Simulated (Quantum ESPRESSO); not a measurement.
# Pt (P6_3/mmc) in Quantum ESPRESSO: single point with PBEsol

Aim: the single point of Pt with PBEsol.

Program: Quantum ESPRESSO 7.5. These are calculated values, not measurements. Logs are shortened: lines on timing, memory, paths and dates and some standing lists are left out, and cuts for length are marked.

## (1) The structure

The structure is hexagonal, space group P6_3/mmc (No. 194). The conventional cell has a = 2.761 Å, b = 2.761 Å, c = 4.792 Å, α = 90.00°, β = 90.00°, γ = 120.00°. Around Pt (site symmetry -6m2) lie 12 Pt at 2.76 to 2.88 Å.

This isn't the form of Pt at room conditions, which is fcc.

## (2) Single point, PBEsol

run.py reads:

```python
import numpy as np
from ase.calculators.espresso import Espresso, EspressoProfile
import spglib
from ase import Atoms
from ase.io import read

atoms = read('Pt.cif')
cell, pos, num = spglib.standardize_cell((atoms.cell[:], atoms.get_scaled_positions(), atoms.numbers), to_primitive=True, symprec=1e-4)
atoms = Atoms(numbers=num, cell=cell, scaled_positions=pos, pbc=True)

input_data = {
    'control': {'calculation': 'scf', 'prefix': 'pwscf', 'outdir': './tmp', 'tprnfor': True, 'tstress': True, 'disk_io': 'nowf'},
    'system': {'ecutwfc': 45.0, 'ecutrho': 360.0, 'nbnd': 24, 'occupations': 'smearing', 'smearing': 'fd', 'degauss': 0.00367493},
    'electrons': {'conv_thr': 4e-10, 'electron_maxstep': 120, 'mixing_beta': 0.5},
}
pseudopotentials = {'Pt': 'pt_pbesol_v1.4.uspp.F.UPF'}
profile = EspressoProfile(command='mpirun -n 2 pw.x -nk 2', pseudo_dir='pseudo')
dft = Espresso(profile=profile, input_data=input_data, pseudopotentials=pseudopotentials, kpts=(11, 11, 6), koffset=(0, 0, 0))
atoms.calc = dft

print(f'energy {atoms.get_potential_energy():.8f} eV')
print('forces (eV/A)')
print(np.round(atoms.get_forces(), 6))
print('stress (eV/A^3, Voigt)')
print(np.round(atoms.get_stress(), 8))
print(f'Fermi level {dft.get_fermi_level():.4f} eV')
```

Pt.cif reads:

```cif
data_Pt
_cell_length_a 2.76066562
_cell_length_b 2.76066562
_cell_length_c 4.79213400
_cell_angle_alpha 90.00000000
_cell_angle_beta 90.00000000
_cell_angle_gamma 120.00000000
_space_group_name_H-M_alt 'P6_3/mmc'
_space_group_name_Hall '-P 6c 2c'
_space_group_IT_number 194
loop_
_space_group_symop_operation_xyz
'x,y,z'
'-x,-y,-z'
'x-y,x,z+1/2'
'-x+y,-x,-z+1/2'
'-y,x-y,z'
'y,-x+y,-z'
'-x,-y,z+1/2'
'x,y,-z+1/2'
'-x+y,-x,z'
'x-y,x,-z'
'y,-x+y,z+1/2'
'-y,x-y,-z+1/2'
'-y,-x,-z+1/2'
'y,x,z+1/2'
'-x,-x+y,-z'
'x,x-y,z'
'-x+y,y,-z+1/2'
'x-y,-y,z+1/2'
'y,x,-z'
'-y,-x,z'
'x,x-y,-z+1/2'
'-x,-x+y,z+1/2'
'x-y,-y,-z'
'-x+y,y,z'
loop_
_atom_site_label
_atom_site_type_symbol
_atom_site_symmetry_multiplicity
_atom_site_Wyckoff_symbol
_atom_site_fract_x
_atom_site_fract_y
_atom_site_fract_z
_atom_site_occupancy
Pt1 Pt 2 c 0.3333333333 0.6666666667 0.2500000000 1
```

Potentials or basis: GBRV 1.5 PBEsol.

Run with:

```
$ OMP_NUM_THREADS=1 python run.py
```

The log of the run:

```text
energy -5729.28098783 eV
forces (eV/A)
[[ 0. -0.  0.]
 [ 0.  0.  0.]]
stress (eV/A^3, Voigt)
[ 0.07090748  0.07090748  0.07751637 -0.         -0.          0.        ]
Fermi level 20.9690 eV
```

espresso.pwi:

```text
&CONTROL
   calculation      = 'scf'
   tstress          = .true.
   tprnfor          = .true.
   outdir           = './tmp'
   prefix           = 'pwscf'
   disk_io          = 'nowf'
   pseudo_dir       = 'pseudo'
/
&SYSTEM
   nbnd             = 24
   ecutwfc          = 45.0
   ecutrho          = 360.0
   occupations      = 'smearing'
   degauss          = 0.00367493
   smearing         = 'fd'
   ntyp             = 1
   nat              = 2
   ibrav            = 0
/
&ELECTRONS
   electron_maxstep = 120
   conv_thr         = 4e-10
   mixing_beta      = 0.5
/
&IONS
/
&CELL
/
&FCP
/
&RISM
/
ATOMIC_SPECIES
Pt 195.084 pt_pbesol_v1.4.uspp.F.UPF

K_POINTS automatic
11 11 6  0 0 0

CELL_PARAMETERS angstrom
2.76066562000000 0.00000000000000 0.00000000000000
-1.38033281000000 2.39080655827432 0.00000000000000
0.00000000000000 0.00000000000000 4.79213400000000

ATOMIC_POSITIONS angstrom
Pt 0.0000000000 1.5938710388 1.1980335000  
Pt 1.3803328100 0.7969355194 3.5941005000
```

espresso.pwo:

```text
This program is part of the open-source Quantum ESPRESSO suite
     for quantum simulation of materials; please cite
         "P. Giannozzi et al., J. Phys.:Condens. Matter 21 395502 (2009);
         "P. Giannozzi et al., J. Phys.:Condens. Matter 29 465901 (2017);
         "P. Giannozzi et al., J. Chem. Phys. 152 154105 (2020);
     in publications or presentations arising from this work. More details at

Warning: card &CELL ignored
Warning: card &FCP ignored
Warning: card &RISM ignored

     Message from routine setup:
[... 7 lines left out ...]
     --------------------
     sticks:   dense  smooth     PW     G-vecs:    dense   smooth      PW
     Sum         673     349    109                24631     8715    1581

     Using Slab Decomposition

     bravais-lattice index     =            0
     lattice parameter (alat)  =       5.2169  a.u.
     unit-cell volume          =     213.4439 (a.u.)^3
     number of atoms/cell      =            2
     number of atomic types    =            1
     number of electrons       =        32.00
     number of Kohn-Sham states=           24
     kinetic-energy cutoff     =      45.0000  Ry
     charge density cutoff     =     360.0000  Ry
     scf convergence threshold =      4.0E-10
     mixing beta               =       0.5000
     number of iterations used =            8  plain     mixing
     Exchange-correlation= SLA  PW   PSX  PSC
                           (   1   4  10   8   0   0   0)

     celldm(1)=   5.216902  celldm(2)=   0.000000  celldm(3)=   0.000000
     celldm(4)=   0.000000  celldm(5)=   0.000000  celldm(6)=   0.000000

     crystal axes: (cart. coord. in units of alat)
               a(1) = (   1.000000   0.000000   0.000000 )
               a(2) = (  -0.500000   0.866025   0.000000 )
               a(3) = (   0.000000   0.000000   1.735862 )

     reciprocal axes: (cart. coord. in units 2 pi/alat)
               b(1) = (  1.000000  0.577350 -0.000000 )
               b(2) = (  0.000000  1.154701  0.000000 )
               b(3) = (  0.000000 -0.000000  0.576083 )

     PseudoPot. # 1 for Pt read from file:
     pt_pbesol_v1.4.uspp.F.UPF
     Pseudo is Ultrasoft + core correction, Zval = 16.0
     Generated by new atomic code, or converted to UPF format
     Using radial grid of  985 points,  6 beta functions with:
                l(1) =   0
                l(2) =   0
                l(3) =   1
                l(4) =   1
                l(5) =   2
                l(6) =   2
     Q(r) pseudized with  8 coefficients,  rinner =    1.300   1.300   1.300
                                                       1.300   1.300

     atomic species   valence    mass     pseudopotential
     Pt               16.00   195.08400     Pt( 1.00)

     24 Sym. Ops., with inversion, found (12 have fractional translation)

   Cartesian axes

     site n.     atom                  positions (alat units)
         1        Pt     tau(   1) = (   0.0000000   0.5773503   0.4339655  )
         2        Pt     tau(   2) = (   0.5000000   0.2886751   1.3018964  )

     number of k points=    64  Fermi-Dirac smearing, width (Ry)=  0.0037
                       cart. coord. in units 2pi/alat
        k(    1) = (   0.0000000   0.0000000   0.0000000), wk =   0.0027548
        k(    2) = (   0.0000000   0.0000000   0.0960138), wk =   0.0055096
        k(    3) = (   0.0000000   0.0000000   0.1920276), wk =   0.0055096
        k(    4) = (   0.0000000   0.0000000  -0.2880414), wk =   0.0027548
        k(    5) = (   0.0000000   0.1049728   0.0000000), wk =   0.0165289
        k(    6) = (   0.0000000   0.1049728   0.0960138), wk =   0.0330579
[... 56 lines left out ...]
        k(   63) = (   0.2727273   0.5773503   0.1920276), wk =   0.0330579
        k(   64) = (   0.2727273   0.5773503  -0.2880414), wk =   0.0165289

     Dense  grid:    24631 G-vectors     FFT dimensions: (  32,  32,  60)

     Smooth grid:     8715 G-vectors     FFT dimensions: (  24,  24,  40)

     Initial potential from superposition of free atoms

     starting charge      31.0000, renormalised to      32.0000

     negative rho (up, down):  3.798E-01 0.000E+00
     Starting wfcs are   24 randomized atomic wfcs

     Self-consistent Calculation

     iteration #  1     ecut=    45.00 Ry     beta= 0.50
     Davidson diagonalization with overlap
     ethr =  1.00E-02,  avg # of iterations =  5.0

     negative rho (up, down):  3.529E-01 0.000E+00

     total energy              =    -420.71365588 Ry
     estimated scf accuracy    <       1.65564609 Ry

     iteration #  2     ecut=    45.00 Ry     beta= 0.50
     Davidson diagonalization with overlap
     ethr =  5.17E-03,  avg # of iterations =  2.0

     negative rho (up, down):  3.541E-01 0.000E+00

     total energy              =    -421.09049812 Ry
     estimated scf accuracy    <       0.02362106 Ry

     iteration #  3     ecut=    45.00 Ry     beta= 0.50
     Davidson diagonalization with overlap
     ethr =  7.38E-05,  avg # of iterations =  2.6

     negative rho (up, down):  3.522E-01 0.000E+00

     total energy              =    -421.09429496 Ry
     estimated scf accuracy    <       0.00148800 Ry

     iteration #  4     ecut=    45.00 Ry     beta= 0.50
     Davidson diagonalization with overlap
     ethr =  4.65E-06,  avg # of iterations =  3.3
[... 19 lines left out ...]
     negative rho (up, down):  3.524E-01 0.000E+00

     total energy              =    -421.09442243 Ry
     estimated scf accuracy    <       0.00000050 Ry

     iteration #  7     ecut=    45.00 Ry     beta= 0.50
     Davidson diagonalization with overlap
     ethr =  1.55E-09,  avg # of iterations =  2.0

     negative rho (up, down):  3.524E-01 0.000E+00

     total energy              =    -421.09442255 Ry
     estimated scf accuracy    <          1.2E-09 Ry

     iteration #  8     ecut=    45.00 Ry     beta= 0.50
     Davidson diagonalization with overlap
     ethr =  3.81E-12,  avg # of iterations =  3.4

     negative rho (up, down):  3.524E-01 0.000E+00

     End of self-consistent calculation

          k = 0.0000 0.0000 0.0000 (  1135 PWs)   bands (ev):

   -31.6965 -31.5009 -31.5009 -31.4614 -31.4614 -31.3707  11.2078  13.8850
    17.0208  17.5564  17.5564  17.9219  17.9219  19.1786  19.1786  20.1778
    20.7575  20.7575  25.6040  36.0337  36.5991  38.1903  41.9417  41.9417

          k = 0.0000 0.0000 0.0960 (  1093 PWs)   bands (ev):

   -31.6751 -31.4983 -31.4983 -31.4640 -31.4640 -31.3930  11.4440  13.8434
    16.9642  17.5261  17.5261  17.8555  17.8555  19.2045  19.3472  19.3472
    20.7079  20.7079  27.0260  35.3825  37.2915  37.7164  41.1803  41.1803

          k = 0.0000 0.0000 0.1920 (  1106 PWs)   bands (ev):

   -31.6163 -31.4910 -31.4910 -31.4713 -31.4713 -31.4534  12.0969  13.6011
    16.8716  17.5027  17.5027  17.7043  17.7043  17.7687  19.7446  19.7446
    20.5260  20.5260  29.8535  34.6442  36.8849  37.0932  40.7936  40.7936

          k = 0.0000 0.0000-0.2880 (  1088 PWs)   bands (ev):

   -31.5353 -31.5353 -31.4812 -31.4812 -31.4812 -31.4812  12.9534  12.9534
    17.0006  17.0006  17.5636  17.5636  17.5636  17.5636  20.1855  20.1855
    20.1855  20.1855  32.8215  32.8215  36.4553  36.4553  41.2577  41.2577

          k = 0.0000 0.1050 0.0000 (  1103 PWs)   bands (ev):

   -31.6868 -31.5310 -31.5096 -31.4921 -31.4675 -31.3729  11.5075  14.1581
    16.9837  17.5504  17.7852  17.7886  18.1394  18.6969  19.0357  19.1872
    20.8106  22.2880  25.5739  36.4151  37.0421  38.4985  40.4736  40.6466
[... 333 lines left out ...]
   -31.8036 -31.7623 -31.7267 -31.6780 -31.4975 -31.4644  15.5744  16.0277
    16.0680  16.8837  17.3050  17.4323  18.3451  20.0708  20.3014  20.4844
    25.1600  25.2154  27.2594  31.4199  32.5823  32.6248  34.5247  34.6863

          k = 0.2727 0.5774 0.0960 (  1088 PWs)   bands (ev):

   -31.8022 -31.7688 -31.7288 -31.6838 -31.4883 -31.4602  15.5698  16.1100
    16.1354  16.5981  17.2424  17.5558  18.4026  19.9396  20.2095  20.6373
    25.3187  25.4645  27.6794  30.5273  30.6128  33.2652  34.8174  35.7629

          k = 0.2727 0.5774 0.1920 (  1085 PWs)   bands (ev):

   -31.7996 -31.7828 -31.7273 -31.6983 -31.4696 -31.4538  15.5780  16.0149
    16.3844  16.4360  17.1434  17.5918  18.5081  19.2094  20.5404  20.8550
    25.8417  26.2067  28.0890  29.0818  29.3925  31.8649  36.8137  37.1039

          k = 0.2727 0.5774-0.2880 (  1086 PWs)   bands (ev):

   -31.7943 -31.7943 -31.7154 -31.7154 -31.4558 -31.4558  15.7148  15.7148
    16.5242  16.5242  17.3433  17.3433  18.6939  18.6939  20.8264  20.8264
    26.7351  26.7351  27.6173  27.6173  30.4767  30.4767  37.8123  37.8123

     the Fermi energy is    20.9690 ev

!    total energy              =    -421.09442255 Ry
     estimated scf accuracy    <          1.5E-10 Ry
     smearing contrib. (-TS)   =      -0.00265505 Ry
     internal energy E=F+TS    =    -421.09176750 Ry

     The total energy is F=E-TS. E is the sum of the following terms:
     one-electron contribution =     -47.57121813 Ry
     hartree contribution      =      51.30936187 Ry
     xc contribution           =    -113.24555702 Ry
     ewald contribution        =    -311.58435422 Ry

     convergence has been achieved in   8 iterations

     negative rho (up, down):  3.524E-01 0.000E+00

     Forces acting on atoms (cartesian axes, Ry/au):

     atom    1 type  1   force =     0.00000000   -0.00000000    0.00000000
     atom    2 type  1   force =     0.00000000    0.00000000    0.00000000

     Total force =     0.000000     Total SCF correction =     0.000000

     Computing stress (Cartesian axis) and pressure

     negative rho (up, down):  3.524E-01 0.000E+00
          total   stress  (Ry/bohr**3)                   (kbar)     P=     -117.14
  -0.00077228  -0.00000000   0.00000000         -113.61       -0.00        0.00
  -0.00000000  -0.00077228   0.00000000           -0.00     -113.61        0.00
   0.00000000   0.00000000  -0.00084426            0.00        0.00     -124.19

=------------------------------------------------------------------------------=
   JOB DONE.
=------------------------------------------------------------------------------=
```

Wall time 13 s (2 MPI ranks of Arm Neoverse V2, shared host); peak memory 0.2 GiB.

What came out:

```yaml
Free_energy: -5729.2815 eV
Pressure: -11.7 GPa
Band_gap_on_the_k_mesh: none (metal or under the smearing width)
```

Levels at points of the mesh, in eV from the Fermi level:
```csv
k point,band 14,band 15,band 16,band 17,band 18,band 19
"(0.00, 0.00, 0.00)",-1.79,-1.79,-0.79,-0.21,-0.21,4.64
"(0.00, 0.00, -0.50)",-3.41,-0.78,-0.78,-0.78,-0.78,11.85
```

Spin-orbit coupling is left out, which matters for the levels of Pt.

## (3) The reference run

An earlier run on the cell as given: functional PBEsol; potentials or basis GBRV 1.5 PBEsol; cutoff 612 eV; density cutoff 4898 eV; k mesh 11 × 11 × 6; occupations fermi-dirac, width 0.05 eV; no spin polarisation.

- Pressure: -11.7 GPa
- Band gap on the k mesh: none (metal or under the smearing width)
